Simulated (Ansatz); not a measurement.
## WC (P-6m2), work and stress of cleavage

Level of theory: Ansatz, DFT PBEsol, scalar-relativistic, plane waves, PAW. The runs took a 420 eV cutoff, a Γ-centred 23×23×7 mesh and Gaussian smearing (0.15 eV). Spin–orbit coupling is left out, which can shift energies with elements as heavy as these. No spin polarisation. Energies are free energies at this smearing, counted from the undisturbed cell; pressure is positive in compression.

The undisturbed cell (relaxed at this level):

```xyz
6
Lattice="-2.8984 0.0000 0.0000 -1.4492 -2.5101 0.0000 0.0000 0.0000 8.4828" Properties=species:S:1:pos:R:3 pbc="T T T"
W    -4.3476   -2.5101    7.7758
W    -4.3476   -2.5101    2.1206
W    -4.3476   -2.5101    4.9482
C    -2.8984   -1.6734    0.7068
C    -2.8984   -1.6734    3.5344
C    -2.8984   -1.6734    6.3620
```

The cut lies on the cell's a–b face, a (0 0 1) plane (indices in the standard cell, whose axes needn't be the Cartesian ones shown) of area 7.28 Å², between layers 1.41 Å apart. Vector c is lengthened by d along the normal with the atoms' Cartesian places fixed: one unrelaxed cut a cell. The traction is positive where the two halves pull on each other.

| d (Å) | energy (J/m²) | traction (GPa) |
| --- | --- | --- |
| -0.30 | 2.65 | -200.7 |
| -0.15 | 0.58 | -82.5 |
| 0.00 | 0.00 | 0.2 |
| 0.25 | 1.08 | 74.8 |
| 0.50 | 3.30 | 96.6 |
| 0.75 | 5.68 | 90.3 |
| 1.00 | 7.73 | 73.2 |
| 1.50 | 10.45 | 36.8 |
| 2.00 | 11.70 | 15.8 |
| 3.00 | 12.40 | 2.2 |
| 4.50 | 12.51 | 0.1 |
| 6.00 | 12.52 | 0.0 |

Question: What are the work of separation and the cleavage stress, and do they fit the universal binding curve?

Answer: The energy levels off near W ≈ 12.52 J/m² (the traction is down to 0.0 GPa), the energy of the two unrelaxed faces, 6.26 J/m² each on average. The largest sampled traction is 96.6 GPa at d = 0.50 Å, and a parabola through it and its two neighbours peaks at σ_max ≈ 97.7 GPa, d ≈ 0.57 Å. The curve E = W[1 − (1 + d/ℓ)exp(−d/ℓ)] peaks in traction at d = ℓ with σ_max = W/(eℓ); with 1 J/m² per Å = 10 GPa this W and σ_max give ℓ = 0.47 Å. A parabola through that curve at the same three d peaks at 0.52 Å, against 0.57 Å here, a fair fit. Real crystals break at far lower stress, because cracks concentrate it, and on the plane of lowest W, which needn't be this one.

The cut is rigid; relaxing the faces lowers these energies and usually the stresses.

In a metal these slopes depend on the k mesh and the smearing.

Cost: 12 runs of about 10 core-minutes in all, on Intel Xeon Platinum 8488C (Sapphire Rapids) (shared hosts).